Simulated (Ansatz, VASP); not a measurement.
# BN (Qingsongite) in two plane-wave programs, part 2 of 2

One calculation is typed for both programs; each brings its own data sets and cutoff. How far apart do they land?

VASP 6.6.1 and Ansatz 0.2.0.

So far. Step 3 (Ansatz: single point, PBEsol): The run ends at a pressure of -2.94 GPa. Step 6 (Ansatz: single point, LDA, volume scaled by 0.97): The run ends at a pressure of 11.94 GPa.

### Step 9. Other set-ups

Further runs change the set-up of one program: Ansatz's method, potentials or start, or VASP's data sets, cutoff or form of LDA. The table gives Ansatz less VASP for each quantity, since a change that brings one quantity closer may part another.

```
                                        run  pressure (GPa)  gap on the k mesh (eV)  pressure without Ansatz's Pulay correction (GPa)
                                   as above            -1.0                   0.017                                              -2.4
                       cores kept as stored           -0.36                   0.015                                              -1.7
          Ansatz's all-electron LAPW method           -0.85                   0.011                                                  
    Ansatz's larger PAW set (cutoff 900 eV)           -0.89                   0.013                                              -1.2
norm-conserving potentials (cutoff 1143 eV)           -0.66                   0.087
```

### Step 10. Ansatz: single point, r2SCAN, volume scaled by 1.015

With cell and atoms fixed, the geometry can't cause a difference; cores, projectors, grids and the points listed under the comparison can. The cell compared in this pair holds 11.97 Å³, against 11.16 Å³ for the pair before.

The cell is a member of a volume series, scaled by 1.015 from a relaxed one, so a pressure remains.

File input.yaml:

```yaml
crystal:
  lattice:
    - [0.0, 1.81571703, 1.81571703]
    - [1.81571703, 0.0, 1.81571703]
    - [1.81571703, 1.81571703, 0.0]
  atoms:
    - { symbol: "N", position: [0.75, 0.75, 0.75] }
    - { symbol: B, position: [0.0, 0.0, 0.0] }
hamiltonian:
  xc: r2scan
  pseudopotentials: { kind: paw }
kpoints:
  mp_grid: { grid: [10, 10, 10] }
scf:
  occupations: { method: gaussian, width: 0.03 }
  n_extra_bands: 4
output:
  forces: true
  stress: true
  eigenvalues: true
  write_density: true
  write_potential: true
  elf: true
  volumetric_format: npy
```

Command:

```bash
$ ansatz run input.yaml --threads 2 --pin off --max-ram 4608MiB --backend cpu --events-out ev --progress --plain --runs-dir out
```

Numbers of over 12 decimals in the logs are rounded to 6 here.

Output:

```text
[...]
Crystal: 2 atoms, lattice volume = 11.972 Å³
Basis set: ecut = 500 eV, 307 PW (Γ), exchange–correlation on 80×80×80 points (64 copies of the dense FFT grid, shifted against one another)
Bands: 8, of which v1, the nominal top of the filled ones, is band 4 counted from 1 (3 counted from 0)
Symmetry: 24 space group operations
[...]
k-points: 47 of 1000 (time reversal used)
[...]
Free energy (F): -544.001993 eV
[...]
Internal energy: -544.001993 eV  (E = F + TS)
E sigma→0 (E₀):  -544.001993 eV
Fermi energy:    13.281117 eV
[...]
--- Stress (GPa, compression-positive) ---
       -6.817214      -0.000000      -0.000000
       -0.000000      -6.817214       0.000000
        0.000000       0.000000      -6.817214
  P = ⅓ Tr σ = -6.8172 GPa (-68.172 kbar)
--- Band table (eV; the first three rows and the last of 47) ---
[...]
[key lines of the parts left out:]
SCF converged after 6 iterations
```

Elapsed: 1.9 s, on 2 threads of Arm Neoverse N1, shared host; peak memory 0.27 GiB.

The run ends at a pressure of -6.82 GPa.

### Step 11. VASP: single point, r2SCAN, volume scaled by 1.015

The same cell, functional, mesh and smearing now go to VASP, with its own data sets and cutoff.

The input asks for a relaxation, which ended at its first step since no free force or stress exceeded the threshold; so it serves as a single point.

File INCAR:

```
SYSTEM = BN
PREC = Accurate
ENCUT = 560
EDIFF = 1E-06
NELM = 100
ISMEAR = 0
SIGMA = 0.03
LREAL = .FALSE.
ALGO = Normal
METAGGA = R2SCAN
LASPH = .TRUE.
NBANDS = 10
LORBIT = 11
LWAVE = .FALSE.
LCHARG = .FALSE.
KPAR = 4
IBRION = 2
NSW = 30
ISIF = 4
EDIFFG = -0.01
```

File POSCAR:

```
BN
1.0
    0.0000000000      1.8157170330      1.8157170330
    1.8157170330      0.0000000000      1.8157170330
    1.8157170330      1.8157170330      0.0000000000
N B
1 1
Direct
    0.7500000000      0.7500000000      0.7500000000
    0.0000000000      0.0000000000      0.0000000000
```

File KPOINTS:

```
Automatic mesh
0
Gamma
10 10 10
0 0 0
```

Potentials, in the order of the species: N and B (PBE family, release 64).

Command:

```bash
$ mpirun -np 4 vasp_std
```

Output:

```text
[banner, memory and clock lines left out]
running    4 mpi-ranks, on    1 nodes
[...]
[... a notice as in an earlier step ...]

 LDA part: xc-table for (None), standard interpolation
 POSCAR, INCAR and KPOINTS ok, starting setup
[...]
entering main loop
       N       E                     dE             d eps       ncg     rms          rms(c)
DAV:   1     0.888190258047E+01    0.88819E+01   -0.54134E+03   980   0.867E+02
DAV:   2    -0.218576869262E+02   -0.30740E+02   -0.29127E+02  1146   0.188E+02
DAV:   3    -0.224019111983E+02   -0.54422E+00   -0.54356E+00  1108   0.218E+01
DAV:   4    -0.224026999752E+02   -0.78878E-03   -0.78876E-03  1056   0.891E-01
[...]
DAV:  10    -0.191705538835E+02    0.16355E-05   -0.45430E-04  1012   0.184E-01    0.310E-02
DAV:  11    -0.191705556614E+02   -0.17779E-05   -0.44393E-05  1044   0.562E-02    0.837E-03
DAV:  12    -0.191705566105E+02   -0.94905E-06   -0.10646E-06   614   0.106E-02
   1 F= -.19170557E+02 E0= -.19170557E+02  d E =-.191706E+02
[...]
reached required accuracy - stopping structural energy minimisation
```

From OUTCAR (step 11):

```text
  Total       -0.4272247     -0.4272247     -0.4272247      0.0000000      0.0000000      0.0000000
  in kB      -57.1731921    -57.1731921    -57.1731921      0.0000000      0.0000000      0.0000000
  external PRESSURE =     -57.1731921 kB  Pullay stress =       0.0000000 kB

 POSITION                                       TOTAL-FORCE (eV/Angst)
 -----------------------------------------------------------------------------------
      2.72358      2.72358      2.72358        -0.000000     -0.000000     -0.000000
      0.00000      0.00000      0.00000         0.000000      0.000000      0.000000
 -----------------------------------------------------------------------------------
    total drift:                               -0.000000     -0.000000     -0.000000

  FREE ENERGIE OF THE ION-ELECTRON SYSTEM (eV)
  ---------------------------------------------------
  free  energy   TOTEN  =       -19.1705566105 eV

  energy  without entropy=      -19.1705566105  energy(sigma->0) =      -19.17055661

[... 2 parts as in an earlier step ...]

[... 2 further parts left out ...]
[key lines of the parts left out:]
E-fermi :   7.2192
```

### Step 12. Comparison

What differs besides the data sets and the points named for the pairs above, as far as they apply: VASP keeps PBE cores, Ansatz makes them for the functional; the cutoff is 500 eV in Ansatz and 560 eV in VASP. Total energies have different zeros and are not compared.

Both answers:

```
                                        quantity  Ansatz   VASP  difference
                                  pressure (GPa)   -6.82  -5.72       -1.10
pressure without Ansatz's Pulay correction (GPa)   -6.88  -5.72       -1.17
                          gap on the k mesh (eV)   4.979  4.959      +0.020
```

A gap on the mesh is an upper bound, since the band edges may lie between its points. Ansatz's pressure holds a Pulay correction of 0.07 GPa; VASP's holds none.

### Step 13. Other set-ups

Further runs change the set-up of one program: Ansatz's method, potentials or start, or VASP's data sets, cutoff or form of LDA. The table gives Ansatz less VASP for each quantity, since a change that brings one quantity closer may part another.

```csv
run,pressure (GPa),gap on the k mesh (eV),pressure without Ansatz's Pulay correction (GPa)
as above,-1.1,0.020,-1.2
cores kept as stored,-1.4,0.023,-1.4
Ansatz's all-electron LAPW method,-1.1,0.013,
Ansatz's larger PAW set (cutoff 900 eV),-0.96,0.017,-1.2
norm-conserving potentials (cutoff 1252 eV),0.026,0.016,-0.049
```

### Step 14. Outcome

```json
{
  "difference in gap on the k mesh (single point, PBEsol)": "0.012 eV",
  "difference in pressure (single point, PBEsol)": "-0.65 GPa",
  "difference in pressure (single point, LDA, volume scaled by 0.97)": "-1.0 GPa",
  "difference in pressure (single point, r2SCAN, volume scaled by 1.015)": "-1.1 GPa"
}
```

In words: The difference in pressure is -1.1 GPa (single point, r2SCAN, volume scaled by 1.015), beyond the 1 GPa picked in this series as the mark of a large difference. Single point, PBEsol, Ansatz's all-electron LAPW method: the difference in gap on the k mesh goes from 0.012 to 0.0076 eV. Single point, LDA, volume scaled by 0.97, cores kept as stored: the difference in pressure goes from -1.0 to -0.36 GPa; the difference in pressure without Ansatz's Pulay correction goes from -2.4 to -1.7 GPa. Single point, LDA, volume scaled by 0.97, Ansatz's all-electron LAPW method: the difference in gap on the k mesh goes from 0.017 to 0.011 eV. Single point, LDA, volume scaled by 0.97, Ansatz's larger PAW set (cutoff 900 eV): the difference in pressure without Ansatz's Pulay correction goes from -2.4 to -1.2 GPa. Single point, r2SCAN, volume scaled by 1.015, cores kept as stored: the difference in pressure goes from -1.1 to -1.4 GPa. 3 further runs of this series are not shown here. How closely two codes agree says nothing of how well the functional describes the real material.

[Lines on the potential files, build, host, timing and source positions are cut from VASP's logs without a mark.]

[Logs are printed without paths, hosts, clocks, repeated set-up lines and the standing remarks that a program may print on its own settings, such as how far it seeks lower states.]

[Hosts, paths, dates, database ids (printed as entryN), source tags and the programs' standing remarks are cut or masked in the printed files.]
